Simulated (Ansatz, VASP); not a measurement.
C in VASP and in Ansatz

File INCAR:

```
ALGO = Normal
EDIFF = 1E-6
ENCUT = 520
GGA = PE
ISIF = 2
ISMEAR = 0
LASPH = T
LCHARG = F
LREAL = F
LWAVE = F
NBANDS = 11
NELM = 100
PREC = Accurate
SIGMA = 0.05
```

Contents of KPOINTS:

```
k-points
0
Gamma
  12 12 12
```

POSCAR

```
C
1.0
    0.0000000000      1.6964506556      1.8303809705
    1.6964506556      0.0000000000      1.8303809705
    1.6964506556      1.6964506556      0.0000000000
C
2
Direct
    0.5000000000      0.5000000000      0.5000000000
    0.7500000000      0.7500000000      0.7500000000
```

Input for Ansatz:

```yaml
crystal:
  lattice:
    - [0.0, 1.6964506556, 1.8303809705]
    - [1.6964506556, 0.0, 1.8303809705]
    - [1.6964506556, 1.6964506556, 0.0]
  atoms:
    - { symbol: C, position: [0.5, 0.5, 0.5] }
    - { symbol: C, position: [0.75, 0.75, 0.75] }
basis:
  ecutwfc: 420
kpoints:
  mp_grid: { grid: [12, 12, 12] }
hamiltonian:
  xc: pbe
scf:
  occupations: { method: gaussian, width: 0.05 }
output:
  forces: true
  stress: true
  eigenvalues: true
```

Change from the starting cell: strain -0.050 along x and y, +0.025 along z, atoms carried along.

Alike in both runs: task single point; functional PBE; k mesh 12 × 12 × 12; occupations gaussian, width 0.05 eV; no spin polarisation.

```csv
,VASP,Ansatz
version,VASP 6.6.1,Ansatz 0.2.0
potentials or method,"VASP PAW PBE potentials, release 64 (C)","scalar-relativistic, plane waves, PAW"
plane-wave cutoff (eV),520,420
valence electrons in the cell,8,8
```

|  | VASP | Ansatz | Ansatz less VASP |
| --- | --- | --- | --- |
| gap on the k mesh at the Fermi level (eV) | 3.32 | 3.33 | +0.009 |
| least direct gap on the mesh (eV) | 5.09 | 5.10 | +0.006 |
| pressure (GPa) | 40.0 | 39.0 | -0.98 |
| largest component of the traceless stress (GPa) | 54.85 | 54.89 | +0.043 |

With one functional, cell and mesh, what is left measures potentials, basis and numerics.

Caveats: so large a pressure means that the cell lies far from this level's equilibrium, or that cutoff or potentials fall short (VASP).
